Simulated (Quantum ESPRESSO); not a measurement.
**La under changes of volume**

One of the cells (38.320 Å³/atom); the others are scaled copies at fixed shape and fractional positions:

```
CELL_PARAMETERS angstrom
-2.12383 2.12383 2.12383
2.12383 -2.12383 2.12383
2.12383 2.12383 -2.12383
ATOMIC_POSITIONS crystal
La 0.00000 0.00000 0.00000
```

This isn't the form of La at room conditions, which is double hcp.

| Quantity | Value |
| --- | --- |
| Program | Quantum ESPRESSO 7.5 |
| Functional | PBEsol |
| Potentials or basis | GBRV 1.5 PBEsol |
| Cutoff | 612 eV |
| Density cutoff | 4898 eV |
| k mesh | 9 × 9 × 9 |
| Occupations | fermi-dirac, width 0.05 eV |
| Spin | no spin polarisation |

| volume (Å³/atom) | energy over the lowest point (meV/atom) | pressure (GPa) |
| --- | --- | --- |
| 36.020 | 0.00 | -1.0 |
| 36.787 | 6.41 | -1.5 |
| 37.553 | 15.19 | -2.0 |
| 38.320 | 26.13 | -2.4 |
| 39.086 | 39.06 | -2.8 |
| 39.852 | 53.81 | -3.2 |
| 40.619 | ? | ? |

What does the run at 40.619 Å³/atom give?

Energy over the lowest point 70.22 meV/atom; pressure -3.5 GPa.

Worked out: A Birch-Murnaghan fit of order 3 (a polynomial in V^(-2/3)) to the other rows has no minimum within the range. It gives 70.26 meV/atom at 40.619 Å³/atom, against the run's 70.22, and -dE/dV = -3.6 GPa, against -3.5.

Energies are extrapolated to zero smearing.
